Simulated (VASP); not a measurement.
Write the native input for VASP 6.6.1 that does the following.

* Task: single point
* Functional: PBE
* Potentials or basis: VASP PAW PBE potentials, release 64 (Al, N)
* Cutoff: 520 eV
* k mesh: 9 × 9 × 6
* Occupations: gaussian, width 0.01 eV
* Spin: no spin polarisation
* Dipole correction: no
* Further INCAR settings: ALGO = Normal; EDIFF = 1e-07; NBANDS = 16

The structure of AlN lies in POSCAR:

```
AlN
1.0
    3.1302455679      0.0000000000      0.0000000000
   -1.5651227839      2.7108721819      0.0000000000
    0.0000000000      0.0000000000      5.0179604228
Al N
2 2
Direct
    0.3333333333      0.6666666667     -0.0007713538
    0.6666666667      0.3333333333      0.4992286462
    0.3333333333      0.6666666667      0.3807713538
    0.6666666667      0.3333333333      0.8807713538
```

One way to write it, as run:

INCAR

```
ALGO = Normal
EDIFF = 1E-7
ENCUT = 520
GGA = PE
ISIF = 2
ISMEAR = 0
LASPH = True
LCHARG = False
LREAL = False
LWAVE = False
NBANDS = 16
NELM = 60
PREC = Accurate
SIGMA = 0.01
```

KPOINTS

```
k-points
0
Gamma
  9 9 6
```

Potentials or basis: VASP PAW PBE potentials, release 64 (Al, N).

Command:

```sh
$ cat potpaw_PBE.64/Al/POTCAR potpaw_PBE.64/N/POTCAR > POTCAR
$ mpirun -np 1 vasp_std > vasp.out
```

Results of the run:

* Pressure: -0.3 GPa
* Band gap on the k mesh: 4.04 eV, direct

Wall time 32 s on 1 thread of Intel(R) Xeon(R) Platinum 8375C CPU @ 2.90GHz (Ice Lake), on a shared host, peak memory 0.16 GiB.
